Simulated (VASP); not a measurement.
Here is a VASP 6.6.1 calculation.

INCAR

```
SYSTEM = InP
PREC = Accurate
ENCUT = 520
EDIFF = 1E-6
ISMEAR = 0
SIGMA = 0.1
LREAL = .FALSE.
LASPH = .TRUE.
NELM = 100
ALGO = Fast
ISIF = 2
LWAVE = .FALSE.
LCHARG = .FALSE.
GGA = PS
NBANDS = 16
```

Contents of KPOINTS:

```
Automatic mesh
0
G
  9 9 10
  0 0 0
```

POSCAR

```
InP
1.0
    4.1551975516      0.0000000000      0.0000000000
   -2.0775987758      3.5985066374      0.0000000000
    2.0775987758     -1.1995022125      3.3950489287
In P
1 1
Direct
    0.0000000000      0.0000000000      0.0000000000
    0.7500000000      0.2500000000      0.7500000000
```

Potentials or basis: VASP PAW PBE potentials, release 64 (In_d, P).

Command:

```sh
$ cat potpaw_PBE.64/In_d/POTCAR potpaw_PBE.64/P/POTCAR > POTCAR
$ mpirun -np 1 vasp_std > vasp.out
```

Task: What does it give for the pressure?

Result: 0.0 GPa.

Task: What does it give for the band gap on the k mesh?

Result: 0.57 eV, direct.

Task: What does it give for the largest force?

Result: 0.006 eV/Å.

Stress tensor (GPa, compression positive):
```
 0.04  0.00  0.00
 0.00  0.04  0.00
 0.00  0.00 -0.06
```

Caveat: the PAW data sets were made with another functional, which shifts forces and pressure a little; spin-orbit coupling is left out, which moves the levels of the heavy elements.
